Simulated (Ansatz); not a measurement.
**Pressure coefficients of Fe**

```cif
data_structure
_symmetry_space_group_name_H-M 'Fm-3m'
_symmetry_Int_Tables_number 225
_cell_length_a 3.6556
_cell_length_b 3.6556
_cell_length_c 3.6556
_cell_angle_alpha 90.000
_cell_angle_beta 90.000
_cell_angle_gamma 90.000
_cell_volume 48.85
loop_
_atom_site_label
_atom_site_type_symbol
_atom_site_symmetry_multiplicity
_atom_site_Wyckoff_symbol
_atom_site_fract_x
_atom_site_fract_y
_atom_site_fract_z
_atom_site_occupancy
Fe1 Fe 4 a 0.00000 0.00000 0.00000 1
```

The runs use the primitive cell with vectors (0.000, 1.828, 1.828), (1.828, 0.000, 1.828), (1.828, 1.828, 0.000) Å, to which the k mesh refers.

Structure from Materials Project entry mp-150 (possibly hypothetical), not relaxed further.

Other magnetic orders may lie lower; this is the state that the run reached.

Method: DFT, PBE, all-electron LAPW, scalar-relativistic in Ansatz 0.2.0.

The runs use a Γ-centred 17×17×17 k mesh, Fermi–Dirac smearing of 0.03 eV, basis error target 0.25 meV/atom, spin-polarised from start moments Fe 3 μB.

The cell is scaled evenly with fractional coordinates held.

| V/V(cell) | P (GPa) | cell moment (μB) |
| --- | --- | --- |
| 0.9405 | 7.39 | 2.478 |
| 0.9700 | 1.70 | 2.524 |
| 1.0000 | -1.87 | 2.624 |
| 1.0300 | -6.23 | 2.660 |

From the rows at 0.9700 and 1.0300, what is the bulk modulus at the cell's volume?

B = −ΔP/Δln V = −[(-6.23) − (1.70)]/0.06002 = 132.1 GPa.

In a magnetic metal the moment, and with it the modulus, depend on the k mesh by some per cent, and the slopes vary along the table.

How does the moment scale with volume?

dln M/dln V = ln(2.660/2.524)/0.06002 = 0.9: expansion raises it.

Predict the row at V/V(cell) = 1.0600. How far is a linear estimate of P off?

P = -10.33 GPa, moment 2.673 μB. The linear estimate P(cell) − B ln(V/V(cell)) = -9.57 GPa misses by -0.76 GPa.
